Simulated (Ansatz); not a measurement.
# Ge: the cost of one run

Method: DFT PBE, scalar-relativistic, plane waves, PAW, in Ansatz 0.2.0.

2 further runs of the same task are left out: 2 set aside as unsound or not needed.

## 1. Starting point

Symmetry: Cmce, No. 64, orthorhombic system. Conventional cell: a = 4.573 Å, b = 7.741 Å, c = 4.589 Å, α = 90.00°, β = 90.00°, γ = 90.00°. Ga (site symmetry m) is surrounded by 7 Ga at 2.54 to 2.81 Å.

As a file:

```
CELL_PARAMETERS angstrom
2.28651 -3.87036 0.00000
2.28651 3.87036 0.00000
0.00000 0.00000 4.58925
ATOMIC_POSITIONS crystal
Ga 0.65629 0.34371 0.41748
Ga 0.84371 0.15629 0.91748
Ga 0.34371 0.65629 0.58252
Ga 0.15629 0.84371 0.08252
```

It goes back to an entry of the Materials Project, which need not be the stable form.

This cell was relaxed beforehand with the same method: volume 20.31 Å³/atom, gap on the mesh none (metal).

## 2. The substitution Ga → Ge

Ge starts from the relaxed positions of Ga, with all lengths scaled by 0.989, a guess from tabulated radii.

## 3. Probe: one point at the start (Ge)

The input, input.yaml:

```yaml
crystal:
  lattice:
    - [2.2615908648, -3.8281761037, 0.0]
    - [2.2615908648, 3.8281761037, 0.0]
    - [0.0, 0.0, 4.5392325497]
  atoms:
    - { symbol: Ge, position: [0.6562923084, 0.3437076916, 0.4174800566] }
    - { symbol: Ge, position: [0.8437076916, 0.1562923084, 0.9174800566] }
    - { symbol: Ge, position: [0.3437076916, 0.6562923084, 0.5825199434] }
    - { symbol: Ge, position: [0.1562923084, 0.8437076916, 0.0825199434] }
basis:
  ecutwfc: 420
kpoints:
  mp_grid: { grid: [6, 6, 4] }
hamiltonian:
  xc: pbe
scf:
  occupations: { method: gaussian, width: 0.1 }
output:
  forces: true
  stress: true
  eigenvalues: true
```

On the command line:

```sh
$ ansatz run input.yaml --threads 1 --pin off --max-ram 2560MiB --backend cpu --events-out ev --progress --plain --runs-dir out
```

What time and memory should one allow on 1 thread of Intel Xeon 6975P-C (Granite Rapids), shared host?

About 2.6 s, with a peak of 0.42 GiB.
